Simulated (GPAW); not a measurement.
## LiF (Griceite): one start, several treatments of the self-energy

Aim: compare treatments of exchange, screening and correlation for the gap of LiF (Griceite).

Calculated with GPAW 26.7.0; PBE and many-body steps on it, plane waves.

This is a report of a sequence of runs, with most program output left out.

### 1. The starting structure

The structure is cubic, space group Fm-3m (No. 225). The conventional cell has a = 4.028 Å, b = 4.028 Å, c = 4.028 Å, α = 90.00°, β = 90.00°, γ = 90.00°. Nearest to Li lie 6 F at 2.01 Å. Nearest to F lie 6 Li at 2.01 Å. Farther neighbours and most contacts between anions are not listed.

Coordinates:

```xyz
2
Lattice="0.0000 2.0140 2.0140 2.0140 0.0000 2.0140 2.0140 2.0140 0.0000" Properties=species:S:1:pos:R:3 pbc="T T T"
Li    0.0000    0.0000    0.0000
F     2.0140    2.0140    2.0140
```

The cell and positions come from the Crystallography Open Database and are kept as given unless a step says otherwise.

### 2. Empty states on the mesh, 8×8×8 mesh, 95 bands

This step: GPAW 26.7.0; DFT, PBE, plane waves, PAW.

The sums over transitions need many empty states on a uniform mesh; this step solves for them.

The input, run.py:

```python
import json
import numpy as np
from gpaw.mpi import world
from gpaw import GPAW

calc = GPAW('gs.gpw').fixed_density(kpts={'size': (8, 8, 8), 'gamma': True},
    parallel={'domain': 1, 'band': 1},
    txt='nscf.txt')
calc.diagonalize_full_hamiltonian(nbands=95)
calc.write('full.gpw', mode='all')
res = {}
kpts = calc.get_ibz_k_points()
res['kpts'] = kpts
res['eigenvalues'] = [calc.get_eigenvalues(kpt=k) for k in range(len(kpts))]
res['n_electrons'] = calc.get_number_of_electrons()

if world.rank == 0:
    with open('result.json', 'w') as f:
        json.dump(res, f, default=lambda x: x.tolist())
```

On the command line:

```console
> mpirun -n 4 gpaw python run.py
```

It took 4.5 s on 4 MPI ranks of Intel Xeon 6975P-C (Granite Rapids), shared host; peak memory 0.76 GiB; 17 s of CPU time.

This step gave:

- gap: 9.070 eV
- k of the valence top: 0, 0, 0
- k of the conduction bottom: 0, 0, 0
- least direct gap: 9.070 eV
- k points computed: 29
- lowest point of the top converged band, above the valence top: 172.8790 eV

On this mesh the gap is 9.070 eV.

### 3. G0W0, Godby-Needs plasmon pole

G0W0 replaces the xc potential by the self-energy, built once from these orbitals. Only a window of levels is corrected, while the sums run over the empty bands that the input names.

This step: G0W0 with a vertex from the rALDA kernel on PBE, plane waves, PAW.

The input, run.py:

```python
import json
import numpy as np
from gpaw.mpi import world
from gpaw.response.g0w0 import G0W0

gw = G0W0('full.gpw',
    filename='gw',
    kpts=[0],
    bands=(2, 6),
    ecut=175,
    nbands=85,
    integrate_gamma='WS',
    ppa=True,
    xc='rALDA',
    fxc_mode=None,
    fxc_modes=['GWP', 'GWS', 'GWG'],
    do_GW_too=True)
gw.calculate()
res = {mode: {k: v for k, v in r.items() if k != 'sigma_eskwn'}
       for mode, r in gw.all_results.items()}

if world.rank == 0:
    with open('result.json', 'w') as f:
        json.dump(res, f, default=lambda x: x.tolist())
```

On the command line:

```console
> mpirun -n 4 gpaw python run.py
```

It took 2 min on 4 MPI ranks; peak memory 1.3 GiB; 8.1 min of CPU time.

This step gave:

```
gap with the vertex in the polarisability    : 12.89 eV
gap with the vertex in the self-energy       : 13.78 eV
gap with the vertex in both                  : 13.39 eV
G0W0 gap on the points computed              : 13.30 eV
least direct G0W0 gap on the computed points : 13.30 eV
Z at the valence top                         : 0.8192
Z at the conduction bottom                   : 0.8912
starting gap on the mesh                     : 9.070 eV
k of the valence top                         : 0, 0, 0
k of the conduction bottom                   : 0, 0, 0
```

The gap on the mesh goes from 9.07 eV to 13.30 eV, a correction of +4.23 eV.

### 4. G0W0 with rALDA vertex

run.py, as its differences from that of step 3:

```diff
@@ -9,4 +9,4 @@
     bands=(2, 6),
-    ecut=175,
-    nbands=85,
+    ecut=105,
+    nbands=39,
     integrate_gamma='WS',
@@ -14,5 +14,3 @@
     xc='rALDA',
-    fxc_mode=None,
-    fxc_modes=['GWP', 'GWS', 'GWG'],
-    do_GW_too=True)
+    fxc_mode='GWG')
 gw.calculate()
```

On the command line:

```console
> mpirun -n 4 gpaw python run.py
```

Run time: 38 s. Hardware: 4 MPI ranks; peak memory 0.99 GiB; 2.5 min of CPU time.

This step gave:

```yaml
quasiparticle_gap_on_the_points_computed: 13.30 eV
least_direct_quasiparticle_gap_on_the_computed_points: 13.30 eV
z_at_the_valence_top: 0.8252
z_at_the_conduction_bottom: 0.9008
starting_gap_on_the_mesh: 9.070 eV
k_of_the_valence_top: 0, 0, 0
k_of_the_conduction_bottom: 0, 0, 0
```

Against G0W0 in GPAW (8×8×8 mesh, 85 bands, screening to 175 eV, Godby-Needs plasmon pole), the gap moves by +0.004 eV.

### 5. Side by side

Times are wall times on 4 MPI ranks of Intel Xeon 6975P-C (Granite Rapids), shared host, good to a factor of about two.

```
                           run   mesh  bands  screening cutoff (eV)  DFT gap (eV)  gap on the mesh (eV)  direct (eV)   time
G0W0, Godby-Needs plasmon pole  8×8×8     85                    175         9.070                13.301       13.301  2 min
        G0W0 with rALDA vertex  8×8×8     39                    105         9.070                13.304       13.304   38 s
```

### 6. Summary of results

| Property | Result |
| --- | --- |
| G0W0, Godby-Needs plasmon pole | 13.301 eV |
| G0W0 with rALDA vertex | 13.304 eV |
| known limits | not at the basis limit |

What this shows: G0W0 with rALDA vertex: +0.004 eV against G0W0, Godby-Needs plasmon pole, at other bands or cutoff, so not like for like. With the rALDA kernel as a vertex the gap is 12.89 eV (in the polarisability), 13.78 eV (in the self-energy) and 13.39 eV (in both), against 13.30 eV without. Bands and cutoff are finite, so the gap is not at the basis limit. The miss can reach some tenths of an eV and take either sign; the mesh is an error of its own. These stock PAW sets were not made for GW. In the G0W0 runs levels were corrected at 1 k point alone, so a gap called «on the mesh» is the least over those, and an edge elsewhere would be missed.

[Paths, hosts, dates, memory and timing lines, banners, echoed tables and standing remarks are left out of the program output.]

[Logs are printed without paths, hosts, clocks, repeated set-up lines and the standing remarks that a program may print on its own settings, such as how far it seeks lower states.]

[Runs of the session that timed out or met a known fault of the program may be left out.]

[Hosts, paths, dates, database ids (printed as entryN), source tags and the programs' standing remarks are cut or masked in the printed files.]
